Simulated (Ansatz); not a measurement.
## Relativity in SiC

```
CELL_PARAMETERS angstrom
0.00000 2.17400 2.17400
2.17400 0.00000 2.17400
2.17400 2.17400 0.00000
ATOMIC_POSITIONS crystal
Si 0.00000 0.00000 0.00000
C 0.75000 0.75000 0.75000
```

Atoms are numbered in the order listed.

The cell is COD entry 1010995, as deposited and not checked against the literature; nothing was relaxed. It is an old determination, and later ones may differ.

One fixed cell is solved with PBE by full-potential LAPW in Ansatz 0.2.0 under different relativistic treatments. Pressure is positive in compression.

Settings: a Γ-centred 16×16×16 k mesh, Fermi–Dirac smearing of 0.05 eV, basis error target 0.25 meV/atom, no spin polarisation.

```csv
setting,P (GPa),gap over the k mesh and a high-symmetry path (eV),"lowest level at Γ above −25 eV, from the valence-band top or, without a gap, the Fermi level (eV)"
scalar-relativistic,?,1.35,-15.46
non-relativistic,?,1.35,-15.43
```

Problem. Fill in "P (GPa)" for the row "non-relativistic".

Solution. 4.98.

Problem. Fill in "P (GPa)" for the row "scalar-relativistic".

Solution. 4.85.
